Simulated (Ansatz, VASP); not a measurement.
**Pt: VASP beside Ansatz**

```
Pt
1.0
     0.00000    1.96090    1.96090
     1.96090    0.00000    1.96090
     1.96090    1.96090    0.00000
Pt
1
Direct
  0.00000 0.00000 0.00000
```

Alike in both runs: task single point; functional LDA; k mesh 12 × 12 × 12; no spin polarisation.

|  | VASP | Ansatz |
| --- | --- | --- |
| version | VASP 6.6.1 | Ansatz 0.2.0 |
| potentials or method | VASP PAW LDA potentials, release 64 (Pt) | plane waves, PAW |
| plane-wave cutoff (eV) | 520 | 420 |
| occupations | methfessel-paxton of order 1, width 0.1 eV | cold |
| valence electrons in the cell | 10 | 18 |

```tsv
	VASP	Ansatz	Ansatz less VASP
pressure (GPa)	-5.4	-6.1	-0.73
```

The two sets of potentials don't hold the same shells in valence.

The runs have no spin-orbit coupling, so splittings on Pt are missing.
